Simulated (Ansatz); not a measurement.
**AlCo: which structure wins at one pressure, part 1 of 2**

Which of rocksalt, CsCl, WC, NiAs, zincblende has the lowest enthalpy for AlCo at one common pressure? The runs shown use LAPW. Companion runs by PAW are cited.

Program: Ansatz 0.2.0. Level of theory: DFT, PBE, all-electron LAPW, scalar-relativistic. These are calculated values, not measurements.

## 1. The starting structure

The structure is cubic, space group Fm-3m (No. 225). The conventional cell has a = 4.253 Å, b = 4.253 Å, c = 4.253 Å, α = 90.00°, β = 90.00°, γ = 90.00°. Co (site symmetry m-3m) is surrounded by 6 Al at 2.13 Å. Around Al (site symmetry m-3m) lie 6 Co at 2.13 Å.

As a file:

```cif
data_structure
_symmetry_space_group_name_H-M 'P 1'
_symmetry_Int_Tables_number 1
_cell_length_a 3.0072
_cell_length_b 3.0072
_cell_length_c 3.0072
_cell_angle_alpha 60.000
_cell_angle_beta 60.000
_cell_angle_gamma 60.000
_cell_volume 19.23
loop_
_atom_site_label
_atom_site_type_symbol
_atom_site_fract_x
_atom_site_fract_y
_atom_site_fract_z
_atom_site_occupancy
Co1 Co 0.00000 0.00000 0.00000 1
Al1 Al 0.50000 0.50000 0.50000 1
```

Atoms are numbered in the order of the input: Co1, Al2.

## 2. Rocksalt relaxed under pressure, LAPW

The input, input.yaml:

```yaml
crystal:
  lattice:
    - [0.0, 2.12642618, 2.12642618]
    - [2.12642618, 0.0, 2.12642618]
    - [2.12642618, 2.12642618, 0.0]
  atoms:
    - { symbol: Co, position: [0.0, 0.0, 0.0] }
    - { symbol: Al, position: [0.5, 0.5, 0.5] }
kpoints:
  mp_grid: { grid: [15, 15, 15] }
scf:
  occupations: { method: fermi_dirac, width: 0.08 }
hamiltonian:
  xc: pbe
  pseudopotentials: { kind: all_electron, lapw: { basis_error: 0.0005 } }
output:
  forces: true
  stress: true
  eigenvalues: true
relax:
  f_tol: 0.005
  max_steps: 12
  cell: { p_target: 89.0, stress_tol: 0.044 }
```

The run is started by

```
> ansatz run input.yaml --threads 1 --pin off --max-ram 3584MiB --backend cpu --events-out ev --progress --plain --runs-dir out
```

The log of the run, cut to the lines that bear on the results:

```text
[...]
LAPW: plane waves up to 10.712 Å⁻¹, error target 5.0e-4 eV per atom; small_component_spin mean_spin; Al in spheres of 0.959 Å, 11 of its electrons in bands, Dirac shells []; Co in spheres of 1.104 Å, 17 of its electrons in bands, Dirac shells []
[...]
Pseudopotentials: kind: all_electron
Pseudopotential: Co, LAPW, valence charge 17, Koelling and Harmon's equation, gaussian nucleus
Pseudopotential: Al, LAPW, valence charge 11, Koelling and Harmon's equation, gaussian nucleus
Functional definition: PBE
[...]
Crystal: 2 atoms, lattice volume = 19.230 Å³
Basis set: ecut = 437.16222070648996 eV, 411 PW (Γ), exchange–correlation at level 2
Bands: 18, of which v1, the nominal top of the filled ones, is band 14 counted from 1 (13 counted from 0)
Symmetry: 48 space group operations
Space group: Fm-3m (ITA 225), of the structure as read, at distance tolerance 2.7e-5 Å
k-points: 120 of 3375
[...]
SCF iter   1: F=—  HF=-44523.615919 eV  |F-HF|=—  |Δ(HF+E_count)|=         —  Δρ=7.49e-2  dr2=1.21e0  ethr=4.35e-3  ⟨swp⟩=2.0  Hψ=13692  notcnv=0
[...]
the basis was enlarged: its passes take 125.8 KiB over the memory plan, 1 of 1 planned eigensolver slots
[...]
relax step   1: F+E_penalty+E_count = -44522.94255928 eV  Δ(F+E_penalty+E_count) = +0.000e0 eV  max|allowed force component| = 2.958e-30 eV/Å  Δτ_max = 0.0000 Å  P = +88.745 GPa  Ω = 19.230 Å³  (7 SCF iters, accepted)
[...]
SCF converged after 2 iterations
Free energy (F): -44522.936228 eV
[...]
E sigma→0 (E₀):  -44522.928214 eV
Entropy (-TS):   -0.016027 eV (-8.013 meV/atom)
Fermi energy:    19.908507 eV
[...]
--- Forces (eV/Å), atoms counted from 1 ---
  atom   1  Co     0.00000000    -0.00000000    -0.00000000
  atom   2  Al    -0.00000000     0.00000000     0.00000000
[...]
--- Stress (GPa, compression-positive) ---
       88.999829       0.000000      -0.000000
        0.000000      88.999829       0.000000
       -0.000000       0.000000      88.999829
  P = ⅓ Tr σ = 88.9998 GPa (889.998 kbar)
--- Band table (eV; the first three rows and the last of 120) ---
  k-point 0: bands = ["-82.5923", "-74.7365", "-44.0442", "-44.0442", "-44.0442", "-38.1166", "-38.1166", "-38.1166", "7.5598", "17.2122", "17.2122", "17.2122", "17.5947", "17.5947", "29.9933", "29.9933", "29.9933", "32.2896"]
[...]
--- Relaxed structure (3 steps of the walk, 3 accepted, 1 SCFs on fresh bases) ---
  F+E_penalty+E_count = -44522.93622751 eV   max|allowed force component| = 1.183e-30 eV/Å   (the final SCF, on the basis selected at the relaxed cell)
  cell:  # Å, volume = 19.2187 Å³
    - [2.0636256733227143e-33, 2.1260053543163386, 2.1260053543163386]
    - [2.1260053543163386, -2.5922705217356312e-33, 2.1260053543163386]
    - [2.1260053543163386, 2.1260053543163386, -9.808591163324006e-34]
  atoms:
    - { symbol: Co, position: [-9.213380035493749e-38, 7.739239229817805e-38, 9.213380035484363e-38] }
    - { symbol: Al, position: [0.5, 0.5, 0.5] }
```

Wall time 51 s (1 thread of Arm Neoverse V2, shared host); peak memory 0.52 GiB.

Relaxation path:

| step | energy from step 1 (eV/cell) | largest force component (eV/Å) | pressure (GPa) | volume (Å³) |
| --- | --- | --- | --- | --- |
| 1 | 0.0000 | 0.0000 | 88.75 | 19.23 |
| 2 | 0.0050 | 0.0000 | 88.94 | 19.22 |
| 3 | 0.0063 | 0.0000 | 89.00 | 19.22 |
| 4 | 0.0063 | 0.0000 | 89.00 | 19.22 |

Step 1 is the start. Step 4 repeats the geometry before on a plane-wave basis chosen anew for that cell, so the energy can jump there without any move; the table keeps such jumps.

| input's cell | before | after | change |
| --- | --- | --- | --- |
| a (Å) | 3.007 | 3.007 | -0.0 % |
| b (Å) | 3.007 | 3.007 | -0.0 % |
| c (Å) | 3.007 | 3.007 | -0.0 % |
| volume (Å³/atom) | 9.62 | 9.61 | -0.1 % |

Read from it: pressure 89.00 GPa; no gap.

## 3. CsCl relaxed under pressure, LAPW

input.yaml: that of step 2 with these lines changed.

```diff
@@ -2,5 +2,5 @@
   lattice:
-    - [0.0, 2.12642618, 2.12642618]
-    - [2.12642618, 0.0, 2.12642618]
-    - [2.12642618, 2.12642618, 0.0]
+    - [2.601056085, 0.0, 0.0]
+    - [0.0, 2.601056085, 0.0]
+    - [0.0, 0.0, 2.601056085]
   atoms:
```

The run is started by

```
> ansatz run input.yaml --threads 1 --pin off --max-ram 3584MiB --backend cpu --events-out ev --progress --plain --runs-dir out
```

The log of the run:

```text
The last accepted step is kept in <dir> (removed where the run ends without a failure and the disk answers)
LAPW: plane waves up to 10.009 Å⁻¹, error target 5.0e-4 eV per atom; small_component_spin mean_spin; Al in spheres of 1.014 Å, 11 of its electrons in bands, Dirac shells []; Co in spheres of 1.171 Å, 17 of its electrons in bands, Dirac shells []
Engine: ansatz 0.2.0
Pseudopotentials: kind: all_electron
Pseudopotential: Co, LAPW, valence charge 17, Koelling and Harmon's equation, gaussian nucleus
Pseudopotential: Al, LAPW, valence charge 11, Koelling and Harmon's equation, gaussian nucleus
Functional definition: PBE
  parameter kappa = 0.804
  parameter beta = 0.06672455060314922
  exchange = pbe_x(kappa = kappa, mu = beta*pi^2/3)
  correlation = pbe_c(beta = beta)
Crystal: 2 atoms, lattice volume = 17.597 Å³
Basis set: ecut = 381.6931120252983 eV, 305 PW (Γ), exchange–correlation at level 2
Bands: 18, of which v1, the nominal top of the filled ones, is band 14 counted from 1 (13 counted from 0)
Symmetry: 48 space group operations
Space group: Pm-3m (ITA 221), of the structure as read, at distance tolerance 2.6e-5 Å
k-points: 120 of 3375
Non-local potential: Co, projectors of the file, none
Non-local potential: Al, projectors of the file, none
Initial density: superposition of atomic densities (chi_scale 0.1, normalization cell, long waves kept (reshape's long-wave potential 0.00 eV rms))
Initial wavefunctions: plane waves of lowest kinetic energy (no species holds an atomic orbital)
Functional: x = pbe(κ = 0.804, μ = 0.2195149727645171), c = pbe(β = 0.06672455060314922)
iter 1 solved again at ethr=1.42e-3 eV; its pass at ethr=1.00e-1 eV (dr2=3.97e-1 eV) is discarded
SCF iter   1: F=—  HF=-44525.295357 eV  |F-HF|=—  |Δ(HF+E_count)|=         —  Δρ=4.19e-2  dr2=3.96e-1  ethr=1.42e-3  ⟨swp⟩=2.1  Hψ=14228  notcnv=0
preconditioner: auto → none  [metal: Δε(μ)=0.114 eV  Ē_g=10.751 eV  σ=0.080 eV  W_gap=0.34  n_scr=6 (ndim 8)  ℏωp=30.7 eV  f_vac=0.000  D(μ)=0.46/eV (n_scr^D=0)  sad-step TF]
SCF iter   2: F=—  HF=-44525.166960 eV  |F-HF|=—  |Δ(HF+E_count)|=   1.28e-1  Δρ=2.18e-2  dr2=7.91e-2  ethr=1.41e-3  ⟨swp⟩=2.0  Hψ=6365  notcnv=0
SCF iter   3: F=—  HF=-44525.171105 eV  |F-HF|=—  |Δ(HF+E_count)|=   4.14e-3  Δρ=2.41e-2  dr2=1.33e-1  ethr=2.83e-4  ⟨swp⟩=2.0  Hψ=6329  notcnv=0
iter 4 solved again at ethr=6.55e-6 eV; its pass at ethr=2.83e-4 eV (dr2=1.83e-3 eV) is discarded
SCF iter   4: F=—  HF=-44525.082219 eV  |F-HF|=—  |Δ(HF+E_count)|=   8.89e-2  Δρ=5.00e-3  dr2=1.82e-3  ethr=6.55e-6  ⟨swp⟩=2.0  Hψ=10729  notcnv=0
SCF iter   5: F=—  HF=-44525.077363 eV  |F-HF|=—  |Δ(HF+E_count)|=         —  Δρ=1.03e-3  dr2=7.93e-5  ethr=6.51e-6  ⟨swp⟩=2.0  Hψ=5926  notcnv=0
the basis was enlarged: its passes take 849.4 KiB over the memory plan, 1 of 1 planned eigensolver slots
SCF iter   6: F=—  HF=-44525.077245 eV  |F-HF|=—  |Δ(HF+E_count)|=   1.19e-4  Δρ=1.33e-4  dr2=1.42e-6  ethr=2.83e-7  ⟨swp⟩=2.0  Hψ=5923  notcnv=0
SCF iter   7: F=-44525.077245 eV  HF=-44525.077245 eV  |F-HF|=2.05e-8  |Δ(HF+E_count)|=   3.50e-7  Δρ=4.85e-6  dr2=1.41e-9  ethr=5.07e-9  ⟨swp⟩=2.0  Hψ=5925  notcnv=0
SCF 1 converged in 7 iterations: F = -44525.077245 eV  dr2 = 1.41e-9
relax step   1: F+E_penalty+E_count = -44525.07724454 eV  Δ(F+E_penalty+E_count) = +0.000e0 eV  max|allowed force component| = 1.233e-30 eV/Å  Δτ_max = 0.0000 Å  P = +88.656 GPa  Ω = 17.597 Å³  (7 SCF iters, accepted)
Crystal: 2 atoms, lattice volume = 17.590 Å³
Basis set: ecut = 381.80271503445283 eV, 305 PW (Γ), exchange–correlation at level 2
Initial density: handed on by an earlier stage of this run
Initial wavefunctions: those handed on with the density
iter 1 solved again at ethr=8.53e-10 eV; its pass at ethr=1.00e-1 eV (dr2=2.39e-7 eV) is discarded
SCF iter   1: F=—  HF=-44525.073047 eV  |F-HF|=—  |Δ(HF+E_count)|=         —  Δρ=3.05e-5  dr2=1.43e-7  ethr=8.53e-10  ⟨swp⟩=4.1  Hψ=11855  notcnv=0
preconditioner: auto → none  [metal: Δε(μ)=0.049 eV  Ē_g=10.540 eV  σ=0.080 eV  W_gap=0.15  n_scr=6 (ndim 8)  ℏωp=30.7 eV  f_vac=0.000  D(μ)=0.47/eV (n_scr^D=0)]
SCF iter   2: F=—  HF=-44525.073048 eV  |F-HF|=—  |Δ(HF+E_count)|=   7.36e-7  Δρ=6.23e-5  dr2=7.38e-7  ethr=5.12e-10  ⟨swp⟩=3.0  Hψ=6584  notcnv=0
iter 3 solved again at ethr=2.41e-12 eV; its pass at ethr=5.12e-10 eV (dr2=6.74e-10 eV) is discarded
SCF iter   3: F=-44525.073047 eV  HF=-44525.073047 eV  |F-HF|=2.16e-9  |Δ(HF+E_count)|=   8.67e-7  Δρ=3.27e-6  dr2=6.71e-10  ethr=2.41e-12  ⟨swp⟩=2.8  Hψ=10853  notcnv=0
SCF 2 converged in 3 iterations: F = -44525.073047 eV  dr2 = 6.71e-10
relax step   2: F+E_penalty+E_count = -44525.07304672 eV  Δ(F+E_penalty+E_count) = +4.198e-3 eV  max|allowed force component| = 3.944e-31 eV/Å  Δτ_max = 0.0000 Å  P = +88.874 GPa  Ω = 17.590 Å³  (3 SCF iters, accepted)
Crystal: 2 atoms, lattice volume = 17.585 Å³
Basis set: ecut = 381.8657940864711 eV, 305 PW (Γ), exchange–correlation at level 2
iter 1 solved again at ethr=2.95e-10 eV; its pass at ethr=1.00e-1 eV (dr2=8.25e-8 eV) is discarded
SCF iter   1: F=—  HF=-44525.070627 eV  |F-HF|=—  |Δ(HF+E_count)|=         —  Δρ=1.83e-5  dr2=5.00e-8  ethr=2.95e-10  ⟨swp⟩=4.1  Hψ=11843  notcnv=0
preconditioner: auto → none  [metal: Δε(μ)=0.050 eV  Ē_g=10.542 eV  σ=0.080 eV  W_gap=0.15  n_scr=6 (ndim 8)  ℏωp=30.7 eV  f_vac=0.000  D(μ)=0.47/eV (n_scr^D=0)]
SCF iter   2: F=—  HF=-44525.070628 eV  |F-HF|=—  |Δ(HF+E_count)|=   2.72e-7  Δρ=3.61e-5  dr2=2.51e-7  ethr=1.79e-10  ⟨swp⟩=3.0  Hψ=6576  notcnv=0
iter 3 solved again at ethr=1.20e-12 eV; its pass at ethr=1.79e-10 eV (dr2=3.36e-10 eV) is discarded
SCF iter   3: F=-44525.070627 eV  HF=-44525.070627 eV  |F-HF|=1.52e-9  |Δ(HF+E_count)|=   2.92e-7  Δρ=2.30e-6  dr2=3.34e-10  ethr=1.20e-12  ⟨swp⟩=2.5  Hψ=10769  notcnv=0
SCF 3 converged in 3 iterations: F = -44525.070627 eV  dr2 = 3.34e-10
relax step   3: F+E_penalty+E_count = -44525.07062746 eV  Δ(F+E_penalty+E_count) = +2.419e-3 eV  max|allowed force component| = 4.273e-31 eV/Å  Δτ_max = 0.0000 Å  P = +89.000 GPa  Ω = 17.585 Å³  (3 SCF iters, accepted)
iter 1 solved again at ethr=1.19e-12 eV; its pass at ethr=1.00e-1 eV (dr2=3.33e-10 eV) is discarded
SCF iter   1: F=—  HF=-44525.070627 eV  |F-HF|=—  |Δ(HF+E_count)|=         —  Δρ=2.29e-6  dr2=3.33e-10  ethr=1.19e-12  ⟨swp⟩=3.3  Hψ=10517  notcnv=0
SCF iter   2: F=-44525.070627 eV  HF=-44525.070627 eV  |F-HF|=7.40e-9  |Δ(HF+E_count)|=   3.89e-8  Δρ=2.33e-6  dr2=1.19e-9  ethr=1.19e-12  ⟨swp⟩=3.0  Hψ=6807  notcnv=0
SCF 4 converged in 2 iterations: F = -44525.070627 eV  dr2 = 1.19e-9
relax step   4: F+E_penalty+E_count = -44525.07062746 eV  Δ(F+E_penalty+E_count) = -3.201e-10 eV  max|allowed force component| = 1.808e-31 eV/Å  Δτ_max = 0.0000 Å  P = +89.000 GPa  Ω = 17.585 Å³  stress off target by 3.97e-4 GPa  SCF on the basis re-selected at this cell (its energy is not comparable with the rows above)  (2 SCF iters)
basis re-selected at this cell: Δ(F+E_penalty+E_count) = -3.201e-10 eV, ΔP = +0.000 GPa vs the last step (what re-selecting the basis moved, after the strain that the cell walked since its last selection, with what the two solves' SCF thresholds leave and, on support functions, any second-order correction that the steps lacked; it is no measure of the basis error at this ecutwfc). This SCF's stress stands 3.97e-4 GPa from its target on what of the cell is left free (relax.cell.stress_tol is 4.40e-2 GPa) and its largest allowed force component is 1.81e-31 eV/Å (relax.f_tol is 5.00e-3 eV/Å): within both
SCF converged after 2 iterations
Free energy (F): -44525.070627 eV
Harris-Foulkes:  -44525.070627 eV  (|F-HF|=7.40e-9)
Internal energy: -44525.060274 eV  (E = F + TS)
E sigma→0 (E₀):  -44525.065451 eV
Entropy (-TS):   -0.010353 eV (-5.177 meV/atom)
Fermi energy:    21.894605 eV
--- Per-component energies (eV) ---
  E_band       = -562.566601
  E_kinetic    = 45131.189087
  E_xc         = -2140.717167
  E_electrostatic = -87515.532194  (all electrons and nuclei)
  E_smearing   = -0.010353  (= −TS)
  E_closure    = 0.000000  (closes the sum)
  E_atoms      = -44513.072186  (free atoms, spherical and without spin; not in F)
  Σ components = -44525.070627   (vs F -44525.070627, Δ=0.00e0)
  Basis errors (estimates in eV, not in F): energy 1.4e-4 per atom: plane waves 1.2e-4 (6.7e-5 summed), levels above the bands 3.9e-41, relativity 9.8e-9, radial functions 1.9e-5, core shells 5.9e-9; eigenvalues (radial functions only) 5.8e-7; not estimated: angular momenta, meshes, grids; target (lapw.basis_error) 5.0e-4; muffin-tin radii Al 1.013 Å, Co 1.171 Å
--- Forces (eV/Å), atoms counted from 1 ---
  atom   1  Co     0.00000000    -0.00000000     0.00000000
  atom   2  Al    -0.00000000     0.00000000    -0.00000000
  max |Σ_I F_I| component: 3.62e-31 eV/Å
--- Stress (GPa, compression-positive) ---
       89.000397       0.000000       0.000000
        0.000000      89.000397      -0.000000
        0.000000      -0.000000      89.000397
  P = ⅓ Tr σ = 89.0004 GPa (890.004 kbar)
--- Band table (eV; the first three rows and the last of 120) ---
  k-point 0: bands = ["-80.2832", "-73.3485", "-41.7191", "-41.7191", "-41.7191", "-36.6333", "-36.6333", "-36.6333", "8.7925", "17.3989", "17.3989", "20.6426", "20.6426", "20.6426", "29.3874", "29.3874", "29.3874", "31.8344"]
  k-point 1: bands = ["-80.2830", "-73.3481", "-41.7207", "-41.7187", "-41.7187", "-36.6391", "-36.6331", "-36.6331", "8.8960", "17.4026", "17.4336", "20.5774", "20.5774", "20.6500", "28.3559", "29.5295", "29.5295", "31.7874"]
  k-point 2: bands = ["-80.2824", "-73.3468", "-41.7252", "-41.7179", "-41.7179", "-36.6553", "-36.6324", "-36.6324", "9.2037", "17.3922", "17.5333", "20.4007", "20.4007", "20.6710", "26.7048", "29.9373", "29.9373", "31.6494"]
  k-point 119: bands = ["-80.2702", "-73.3158", "-41.7490", "-41.7487", "-41.7487", "-36.7362", "-36.7362", "-36.7360", "16.3785", "16.4672", "16.4672", "21.4912", "21.4912", "23.8129", "24.3815", "24.3815", "28.5215", "29.0126"]
--- Relaxed structure (3 steps of the walk, 3 accepted, 1 SCFs on fresh bases) ---
  F+E_penalty+E_count = -44525.07062746 eV   max|allowed force component| = 1.808e-31 eV/Å   (the final SCF, on the basis selected at the relaxed cell)
  cell:  # Å, volume = 17.5855 Å³
    - [2.6004679117174363, 8.024708101613482e-36, 0.0]
    - [8.024708101613482e-36, 2.6004679117174363, 4.012354050806741e-36]
    - [0.0, 4.012354050806741e-36, 2.6004679117174363]
  atoms:
    - { symbol: Co, position: [5.738059610678569e-110, -8.768589160501217e-50, 1.205145717640826e-38] }
    - { symbol: Al, position: [0.5, 0.5, 0.5] }
```

Wall time 43 s (1 thread of Arm Neoverse V2, shared host); peak memory 0.48 GiB.

Relaxation path:

| step | energy from step 1 (eV/cell) | largest force component (eV/Å) | pressure (GPa) | volume (Å³) |
| --- | --- | --- | --- | --- |
| 1 | 0.0000 | 0.0000 | 88.66 | 17.60 |
| 2 | 0.0042 | 0.0000 | 88.87 | 17.59 |
| 3 | 0.0066 | 0.0000 | 89.00 | 17.59 |
| 4 | 0.0066 | 0.0000 | 89.00 | 17.59 |

Step 1 is the start. Step 4 repeats the geometry before on a plane-wave basis chosen anew for that cell, so the energy can jump there without any move; the table keeps such jumps.

| input's cell | before | after | change |
| --- | --- | --- | --- |
| a (Å) | 2.601 | 2.600 | -0.0 % |
| b (Å) | 2.601 | 2.600 | -0.0 % |
| c (Å) | 2.601 | 2.600 | -0.0 % |
| volume (Å³/atom) | 8.80 | 8.79 | -0.1 % |

In short: pressure 89.00 GPa; no gap.

(Continued in part 2 of 2.)
